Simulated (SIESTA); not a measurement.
The system is AlN.

```
Al N
1.0
     3.11300    0.00000    0.00000
    -1.55650    2.69594    0.00000
     0.00000    0.00000    4.98100
Al N
2 2
Direct
  0.66667 0.33333 0.50000
  0.33333 0.66667 0.00000
  0.66667 0.33333 0.88000
  0.33333 0.66667 0.38000
```

Base run:

- Program: SIESTA 5.4.2
- Functional: PBE
- Potentials or basis: PseudoDojo 0.4 standard (PBE files)
- Basis: TZDP (energy shift 0.002 Ry; radii capped at 9.5 bohr)
- Grid cutoff: 800 Ry
- Energy shift: 0.002 Ry
- k mesh: 10 × 10 × 6
- Occupations: fermi-dirac, width 0.05 eV
- Spin: no spin polarisation

Its results: band gap on the k mesh 4.40 eV, direct; pressure 4.7 GPa; largest force 0.149 eV/Å.

Task: The run is repeated on the same cell with these changes: basis from TZDP (energy shift 0.002 Ry; radii capped at 9.5 bohr) to SZ (energy shift 0.002 Ry; radii capped at 9.5 bohr). What comes out?

Result: Band gap on the k mesh 3.97 eV, direct; pressure 21.5 GPa; largest force 0.012 eV/Å.

Caveats: the basis of atomic orbitals isn't converged, which shifts pressures, moduli and gaps; the basis has no polarisation orbitals (some runs); so large a pressure means that the cell lies far from this level's equilibrium, or that cutoff or potentials fall short (some runs).
